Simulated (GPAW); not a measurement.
# CoO (Fm-3m) in GPAW: a series of runs

Runs on CoO. Level: PBE. Tasks: single point.

Everything below comes from runs of GPAW 26.7.0. Logs are shortened: lines on timing, memory, paths and dates and some standing lists are left out, and cuts for length are marked. The log counts tension as positive stress, the text compression.

## Step 1: The structure

It takes space group Fm-3m (No. 225, cubic). Conventional cell: a = 4.263 Å, b = 4.263 Å, c = 4.263 Å, α = 90.00°, β = 90.00°, γ = 90.00°. Around Co (site symmetry m-3m) lie 6 O at 2.13 Å. O (site symmetry m-3m) has 6 Co at 2.13 Å as nearest neighbours.

## Step 2: Single point, PBE, collinear spin, ferromagnetic start

Contents of run.py:

```python
from ase import Atoms
from ase.dft.bandgap import bandgap
from ase.io import write
from ase.units import Bohr, GPa
from gpaw import GPAW, PW
from gpaw.elf import elf_from_dft_calculation

atoms = Atoms(['Co', 'O'],
              cell=[[0.0, 2.1315, 2.1315],
                    [2.1315, 0.0, 2.1315],
                    [2.1315, 2.1315, 0.0]],
              scaled_positions=[[0.0, 0.0, 0.0],
                                [0.5, 0.5, 0.5]],
              pbc=True)
atoms.set_initial_magnetic_moments([2.0, 0.0])

calc = GPAW(mode=PW(800),
            xc='PBE',
            kpts={'size': (11, 11, 11), 'gamma': True},
            occupations={'name': 'methfessel-paxton', 'order': 0, 'width': 0.025},
            nbands=17,
            convergence={'density': 1e-05, 'energy': 1e-05},
            maxiter=150,
            txt='gpaw.txt')
atoms.calc = calc
energy = atoms.get_potential_energy()
forces = atoms.get_forces()
stress = atoms.get_stress()
calc.write('gs.gpw')
write('result.traj', atoms)
print(f'Energy: {energy:.6f} eV')
print('Forces (eV/A):')
print(forces.round(4))
print('Stress (GPa):', (stress / GPa).round(3))
print('Moments:', calc.get_magnetic_moments().round(3))
print('Fermi level:', round(calc.get_fermi_level(), 4), 'eV')
print(f'Gap: {bandgap(calc)[0]:.4f} eV, direct: {bandgap(calc, direct=True)[0]:.4f} eV')

# fields on the real-space grid
write('density.cube', atoms, data=calc.get_pseudo_density() * Bohr**3)
write('potential.cube', atoms, data=calc.get_electrostatic_potential())
write('spin.cube', atoms, data=(calc.get_pseudo_density(spin=0) - calc.get_pseudo_density(spin=1)) * Bohr**3)
write('elf.cube', atoms, data=elf_from_dft_calculation(calc).data)
```

Potentials or basis: GPAW PAW data sets (gpaw-data 1.2.1), pw.

Command:

```
> OMP_NUM_THREADS=1 python run.py
```

gpaw.txt:

```text
__  _  _
 | _ |_)|_||  |
 |__||  | ||/\| - 26.7.0

Input parameters:
  mode=PW(ecut=800.0),
  convergence={'density': 1e-05, 'energy': 1e-05},
  kpts=MonkhorstPack(size=(11, 11, 11), gamma=True),
  maxiter=150,
  nbands=17,
  occupations=Occupations(name='methfessel-paxton', order=0, width=0.025),
  xc=XC(name='PBE')

Diagonalizing LCAO Hamiltonian
Converting LCAO to pw mode

              O

       Co

Atoms  # Å, Bohr magnetons
|   | symbol |        x |        y |        z |    initial magnetic moments |
|---|--------|----------|----------|----------|-----------------------------|
| 0 |     Co | 0.000000 | 0.000000 | 0.000000 | ( 0.0000,  0.0000,  2.0000) |
| 1 |      O | 2.131500 | 2.131500 | 2.131500 | ( 0.0000,  0.0000,  0.0000) |

Unit cell  # Å
| periodic |        x |        y |        z |  lengths |    angles |
|----------|----------|----------|----------|----------|-----------|
|      yes | 0.000000 | 2.131500 | 2.131500 | 3.014396 | 60.000000 |
|      yes | 2.131500 | 0.000000 | 2.131500 | 3.014396 | 60.000000 |
|      yes | 2.131500 | 2.131500 | 0.000000 | 3.014396 | 60.000000 |

Number of symmetries: 48
Symmetry operations  # r_c * U_cc + t_c -> r_c
|    | kind |            matrix            |
|----|------|------------------------------|
|  0 |  σ   |  1, 0, 0,  1, 0,-1,  1,-1, 0 |
|  1 |  C2  |  1, 0, 0,  1,-1, 0,  1, 0,-1 |
|  2 |  E   |  1, 0, 0,  0, 1, 0,  0, 0, 1 |
|  3 |  σ   |  1, 0, 0,  0, 0, 1,  0, 1, 0 |
|  4 |  C4  |  1, 0,-1,  1, 0, 0,  1,-1, 0 |
|  5 |  S6  |  1, 0,-1,  1,-1, 0,  1, 0, 0 |
|  6 |  σ   |  1, 0,-1,  0, 1,-1,  0, 0,-1 |
|  7 |  C3  |  1, 0,-1,  0, 0,-1,  0, 1,-1 |
|  8 |  S6  |  1,-1, 0,  1, 0, 0,  1, 0,-1 |
|  9 |  C4  |  1,-1, 0,  1, 0,-1,  1, 0, 0 |
| 10 |  C3  |  1,-1, 0,  0,-1, 1,  0,-1, 0 |
| 11 |  σ   |  1,-1, 0,  0,-1, 0,  0,-1, 1 |
| 12 |  σ   |  0, 1, 0,  1, 0, 0,  0, 0, 1 |
| 13 |  C4  |  0, 1, 0,  0, 1,-1, -1, 1, 0 |
| 14 |  C3  |  0, 1, 0,  0, 0, 1,  1, 0, 0 |
| 15 |  S6  |  0, 1, 0, -1, 1, 0,  0, 1,-1 |
| 16 |  C2  |  0, 1,-1,  1, 0,-1,  0, 0,-1 |
| 17 |  σ   |  0, 1,-1,  0, 1, 0, -1, 1, 0 |
| 18 |  S4  |  0, 1,-1,  0, 0,-1,  1, 0,-1 |
| 19 |  C4  |  0, 1,-1, -1, 1, 0,  0, 1, 0 |
| 20 |  C3  |  0, 0, 1,  1, 0, 0,  0, 1, 0 |
| 21 |  σ   |  0, 0, 1,  0, 1, 0,  1, 0, 0 |
| 22 |  S6  |  0, 0, 1,  0,-1, 1, -1, 0, 1 |
| 23 |  C4  |  0, 0, 1, -1, 0, 1,  0,-1, 1 |
| 24 |  S4  |  0, 0,-1,  1, 0,-1,  0, 1,-1 |
| 25 |  C3  |  0, 0,-1,  0, 1,-1,  1, 0,-1 |
| 26 |  C2  |  0, 0,-1,  0,-1, 0, -1, 0, 0 |
| 27 |  S6  |  0, 0,-1, -1, 0, 0,  0,-1, 0 |
| 28 |  S4  |  0,-1, 1,  1,-1, 0,  0,-1, 0 |
| 29 |  C4  |  0,-1, 1,  0, 0, 1, -1, 0, 1 |
| 30 |  C2  |  0,-1, 1,  0,-1, 0,  1,-1, 0 |
| 31 |  σ   |  0,-1, 1, -1, 0, 1,  0, 0, 1 |
| 32 |  C3  |  0,-1, 0,  1,-1, 0,  0,-1, 1 |
| 33 |  S6  |  0,-1, 0,  0, 0,-1, -1, 0, 0 |
| 34 |  S4  |  0,-1, 0,  0,-1, 1,  1,-1, 0 |
| 35 |  C2  |  0,-1, 0, -1, 0, 0,  0, 0,-1 |
| 36 |  C2  | -1, 1, 0,  0, 1, 0,  0, 1,-1 |
| 37 |  S6  | -1, 1, 0,  0, 1,-1,  0, 1, 0 |
| 38 |  S4  | -1, 1, 0, -1, 0, 1, -1, 0, 0 |
| 39 |  C3  | -1, 1, 0, -1, 0, 0, -1, 0, 1 |
| 40 |  S6  | -1, 0, 1,  0, 0, 1,  0,-1, 1 |
| 41 |  C2  | -1, 0, 1,  0,-1, 1,  0, 0, 1 |
| 42 |  C3  | -1, 0, 1, -1, 1, 0, -1, 0, 0 |
| 43 |  S4  | -1, 0, 1, -1, 0, 0, -1, 1, 0 |
| 44 |  C2  | -1, 0, 0,  0, 0,-1,  0,-1, 0 |
| 45 |  i   | -1, 0, 0,  0,-1, 0,  0, 0,-1 |
| 46 |  σ   | -1, 0, 0, -1, 1, 0, -1, 0, 1 |
| 47 |  C2  | -1, 0, 0, -1, 0, 1, -1, 1, 0 |

BZ-sampling:
  Number of BZ points: 1331
  Number of IBZ points: 56

  Monkhorst-Pack size: [11, 11, 11]
  Monkhorst-Pack shift: [0, 0, 0]

K-points  # in reciprocal-cell coordinates
|     |                                coordinates |     weight |
|-----|--------------------------------------------|------------|
|   0 | (  0.00000000,   0.00000000,   0.00000000) | 0.00075131 |
|   1 | (  0.09090909,   0.09090909,   0.00000000) | 0.00450789 |
|   2 | (  0.09090909,   0.09090909,   0.09090909) | 0.00601052 |
|   3 | (  0.18181818,   0.09090909,   0.09090909) | 0.00901578 |
|   4 | (  0.18181818,   0.18181818,   0.00000000) | 0.00450789 |
|   5 | (  0.18181818,   0.18181818,   0.09090909) | 0.01803156 |
|   6 | (  0.18181818,   0.18181818,   0.18181818) | 0.00601052 |
|   7 | (  0.27272727,   0.18181818,   0.09090909) | 0.01803156 |
|   8 | (  0.27272727,   0.18181818,   0.18181818) | 0.01803156 |
|   9 | (  0.27272727,   0.27272727,   0.00000000) | 0.00450789 |
| ... |                                            |            |
|  55 | (  0.45454545,   0.45454545,   0.45454545) | 0.00601052 |

Plane wave coefficients: 1010
Cutoff: 800.0 eV

Spin-components: 2 (collinear spins)
Bands:           17
Projectors:      11
Spin-degeneracy: 1
Datatype:        complex128

Parallelization:
  kpt:    1
  domain: 1
  band:   1

Density:
  Valence electrons: 15.0
  Components: 2
  Grid points: [20 20 20]
  Charge: 0.0  # |e|

Potential:
  Grid points: [20 20 20]

species:
  Co:
    name:    Cobalt
    Z:       27.0
    valence: 9
    core:    18
    charge:  0.0  # [|e|]
    compensation charges:
      type: gauss
      rc: 0.32  # [Å]
      lmax: 2
    cutoffs:
      filter: 1.87  # [Å]
      core: 2.55  # [Å]
    projectors
    | kind |    occ | energy [eV] | rcut [Å] |
    |------|--------|-------------|----------|
    |   4s |  2.000 |      -5.469 |    1.005 |
    |   4p |  0.000 |      -1.277 |    1.058 |
    |   3d |  7.000 |      -8.205 |    1.005 |
    |    s |        |      21.742 |    1.005 |
    |    p |        |      25.934 |    1.058 |
    |    d |        |      19.007 |    1.005 |

    Using partial waves for Co as LCAO basis

  O:
    name:    Oxygen
    Z:       8.0
    valence: 6
    core:    2
    charge:  0.0  # [|e|]
    compensation charges:
      type: gauss
      rc: 0.21  # [Å]
      lmax: 2
    cutoffs:
      filter: 1.17  # [Å]
      core: 0.83  # [Å]
    projectors
    | kind |    occ | energy [eV] | rcut [Å] |
    |------|--------|-------------|----------|
    |   2s |  2.000 |     -23.961 |    0.688 |
    |   2p |  4.000 |      -9.029 |    0.598 |
    |    s |        |       3.251 |    0.688 |
    |    p |        |      18.182 |    0.598 |
    |    d |        |       0.000 |    0.619 |

    Using partial waves for O as LCAO basis

Reference energy: -39943.562207  # eV

eigensolver:
  PPCG
  Converge bands: occupied
  niter=2

density mixing:
  MSR1-Mixer
  Pratt-step length: 0.05
  Maximum mixing coefficient: 0.75
  Old densities: 10
  SVD Regularization: 0.005
  Good broyden scale: 1.0
  Trust region scale: 1.0
  Backstep threshold: 4.0
  History deletion threshold: 6.0
  Fourier metric: weight=20.0, sigma=0.015

occupation numbers:
  Methfessel-Paxton:
    width: 0.0250  # eV
    order: 0

poisson solver:
  ecut: 6400.0  # eV

xc functional:
  name: PBE with 2 nearest neighbor stencil

convergence criteria:
- Maximum integral of absolute [dens]ity change: 1e-05 electrons / valence electron
- Maximum [total energy] change in last 3 cyles: 1e-05 eV / valence electron
- Maximum integral of absolute [eigenst]ate change: 4e-08 eV^2 / valence electron
maximum number of iterations: 150

SCF iterations
|iter     | |      energy | eigst |  dens |  magmom |
|---------|-|-------------|-------|-------|---------|
|iter:   1| |  -14.736710 | -0.06 |       |  +2.0015|
|iter:   2| |  -14.573725 | -2.07 | -0.82 |  +2.0421|
|iter:   3| |  -14.329111 | -1.94 | -0.87 |  +2.2906|
|iter:   4| |  -14.403471 | -2.60 | -1.28 |  +2.4658|
|iter:   5| |  -14.463959 | -2.34 | -1.47 |  +2.8117|
|iter:   6| |  -14.466315 | -3.84 | -2.00 |  +2.8199|
|iter:   7| |  -14.464473 | -4.30 | -1.93 |  +2.8183|
|iter:   8| |  -14.466285 | -3.88 | -2.16 |  +2.8902|
|iter:   9| |  -14.467075 | -4.27 | -2.38 |  +2.9663|
|iter:  10| |  -14.467177 | -5.39 | -2.94 |  +2.9832|
|iter:  11| |  -14.467186c| -6.12 | -3.32 |  +2.9828|
|iter:  12| |  -14.467190c| -7.43c| -4.06 |  +2.9848|
|iter:  13| |  -14.467189c| -8.04c| -4.35 |  +2.9840|
|iter:  14| |  -14.467190c| -7.89c| -4.71 |  +2.9842|
|iter:  15| |  -14.467190c| -8.83c| -5.71c|  +2.9842|

Converged in 15 steps
Energy contributions relative to reference atoms: (reference = -39943.562207)

Energy contributions:
  Kinetic:          27.367808
  Coulomb:         -23.999956
  Zero:              0.105729
  External:          0.000000
  Xc:              -17.940236
  Entropy:          -0.001070
  Spinorbit:         0.000000
  ----------------------------
  Free energy:     -14.467725
  Extrapolated:    -14.467190

dipole moment: (-11.347993, -11.347993, -11.347993)  # |e|*Ang

Total magnetic moment: (0.000000, 0.000000, 2.984221)

Local magnetic moments
|        x |        y |        z |
|----------|----------|----------|
| 0.000000 | 0.000000 | 2.563302 |  # Co   0
| 0.000000 | 0.000000 | 0.247811 |  # O    1

Fermi level: 8.765
Eigenvalues  # (at kpt = [0.000, 0.000, 0.000])
| band index |      eig [eV] | occ [0-1] |      eig [eV] | occ [0-1] |
|------------|---------------|-----------|---------------|-----------|
|          0 |       -11.515 |     1.000 |       -10.994 |     1.000 |
|          1 |         5.432 |     1.000 |         6.125 |     1.000 |
|          2 |         5.432 |     1.000 |         6.125 |     1.000 |
|          3 |         5.542 |     1.000 |         6.125 |     1.000 |
|          4 |         5.542 |     1.000 |         7.644 |     1.000 |
|          5 |         5.542 |     1.000 |         7.644 |     1.000 |
[... 9 lines left out ...]
|         15 |        29.956 |     0.000 |        30.970 |     0.000 |
|         16 |        29.956 |     0.000 |        30.970 |     0.000 |

No gap
No difference between direct/indirect transitions

Forces  # eV/Ang
|        x |        y |       z |
|----------|----------|---------|
|  0.00000 | -0.00000 | 0.00000 |  # Co   0
| -0.00000 |  0.00000 | 0.00000 |  # O    1

Stress tensor  # eV/Ang^3
|        x |        y |        z |
|----------|----------|----------|
| 0.006712 | 0.000000 | 0.000000 |
| 0.000000 | 0.006712 | 0.000000 |
| 0.000000 | 0.000000 | 0.006712 |

# Writing to gs.gpw (mode='')
```

Wall time 18 s (1 thread of AMD EPYC 9R45 (Zen 5), shared host); peak memory 0.18 GiB.

What came out:

```
Free energy            : -14.4677 eV
Pressure               : -1.1 GPa
Band gap on the k mesh : none (metal or under the smearing width)
Net moment             : 2.98 μB per cell
Site moments           : Co +2.56; O +0.25 μB
```

Caveat: a cell with one magnetic atom can't hold antiferromagnetic order, which such compounds often take; semilocal functionals often make such compounds metallic where correlation or magnetic order opens a gap, which also shifts bond lengths.

(Part 1 of 2 ends here.)
